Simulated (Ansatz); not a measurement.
**PbF2 (Fluorocronite) under changes of volume**

One of the cells (17.354 Å³/atom); the others are scaled copies at fixed shape and fractional positions:

```
CELL_PARAMETERS angstrom
0.00000 2.96366 2.96366
2.96366 0.00000 2.96366
2.96366 2.96366 0.00000
ATOMIC_POSITIONS crystal
Pb 0.00000 0.00000 0.00000
F 0.75000 0.75000 0.75000
F 0.25000 0.25000 0.25000
```

- Program: Ansatz 0.2.0
- Functional: PBEsol
- Potentials or basis: Ansatz PAW
- Cutoff: 420 eV (not typed: the program's choice for these potentials)
- k mesh: 8 × 8 × 8
- Occupations: fermi-dirac, width 0.05 eV
- Spin: no spin polarisation

```tsv
volume (Å³/atom)	energy over the lowest point (meV/atom)	pressure (GPa)	gap on the mesh (eV)
16.313	9.39	4.0	4.28
16.660	?	?	?
17.007	0.00	0.4	4.30
17.354	0.78	-1.1	4.31
17.701	4.54	-2.4	4.31
18.048	11.07	-3.6	4.31
18.395	20.15	-4.7	4.30
```

Task: What does the run at 16.660 Å³/atom give?

Result: Energy over the lowest point 2.72 meV/atom; pressure 2.1 GPa; gap on the mesh 4.30 eV.

Worked out: A Birch-Murnaghan fit of order 3 (a polynomial in V^(-2/3)) to the other rows has its minimum at 17.10 Å³/atom with B0 = V·E''(V) = 76 GPa and B' = 4.5. It gives 2.78 meV/atom at 16.660 Å³/atom, against the run's 2.72, and -dE/dV = 2.1 GPa, against 2.1. A parabola through the other rows of the gap, of slope 0.573 eV per unit of ln V there, gives 4.29 eV, against the run's 4.30.

Energies are extrapolated to zero smearing.

Caveats: spin-orbit coupling is left out, which as a rule narrows the gap of such compounds by several tenths of an eV; the PAW data sets come from PBE, with cores solved anew for the run's functional, which leaves a small shift of forces and pressure.

A mesh can miss the band edges.
